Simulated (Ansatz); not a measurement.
SiO₂: the gap under strain

SiO₂, P6_422, a = 5.060 Å, c = 5.541 Å. This isn't the usual stable structure of the compound. Ansatz: r2SCAN, PAW, 500 eV, Γ-centred 6×6×4 mesh on 9 atoms, Gaussian smearing 0.02 eV; no spin polarisation. Series: biaxial strain in the a-b plane, c and atoms relaxed; x is the strain in per cent. The gap is sought over the whole zone.

```tsv
x (%)	gap y (eV)
-2.0	6.281
-1.0	6.294
0.0	6.292
1.0	?
2.0	6.229
```

Q: Fit y = E0 + c1 x + c2 x² to the other rows, give the deformation potential for this strain, and predict the missing gap.

A: Least squares on the rows shown. y = 6.2912 − 0.012873 x − 0.0090909 x². The deformation potential is 100 c1 = -1.29 eV per unit strain. At x = 1.0 the fit asked for gives 6.269 eV. The run gave 6.272 eV, so the fit is 0.003 eV too low, small in itself but 5 % of the span of the series. Note that this run shares the points of its band edges only with the row at 2.0 %; in the others an edge lies at another point of the zone, so the fit mostly follows another valley.

Semilocal functionals give gaps under the measured ones; changes of the gap mostly carry over better.